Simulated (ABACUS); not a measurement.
Au:

```
Au
1.0
    -2.03500    0.00000    2.03500
     0.00000    2.03500    2.03500
    -2.03500    2.03500    0.00000
Au
1
Direct
  0.00000 0.00000 0.00000
```

```yaml
Program: ABACUS 3.10.1
Task: relaxation of cell and atoms
Functional: HCTH407
Potentials_or_basis: SPMS ONCV 1.0 PBE
Cutoff: 1034 eV
Density_cutoff: 4136 eV
Basis: plane waves
k_mesh: 9 × 9 × 9
Occupations: fermi-dirac, width 0.05 eV
Spin: no spin polarisation
```

At the start: pressure 10.8 GPa; volume 16.85 Å³/atom.

How do energy, volume and symmetry change on relaxing?

Over 6 steps the energy falls by 41.2 meV/atom and the volume is 18.20 Å³/atom (+8.0 %); space group Fm-3m (No. 225, to 0.05 Å).

The path:
| step | energy change (eV) | largest force (eV/Å) | pressure (GPa) | volume (Å³) |
| --- | --- | --- | --- | --- |
| 1 | 0.0000 | 0.0000 | 10.85 | 16.85 |
| 2 | 0.0029 | 0.0000 | -7.41 | 19.91 |
| 3 | -0.0412 | 0.0000 | -0.15 | 18.22 |
| 4 | -0.0412 | 0.0000 | -0.14 | 18.22 |
| 5 | -0.0412 | 0.0000 | 0.15 | 18.18 |
| 6 | -0.0412 | 0.0000 | 0.01 | 18.20 |

Final structure:
```xyz
1
Lattice="-2.0876 0.0000 2.0876 0.0000 2.0876 2.0876 -2.0876 2.0876 0.0000" Properties=species:S:1:pos:R:3 pbc="T T T"
Au    0.0000    0.0000    0.0000
```

Caveat: the potentials were made for another functional, which shifts forces and pressure.
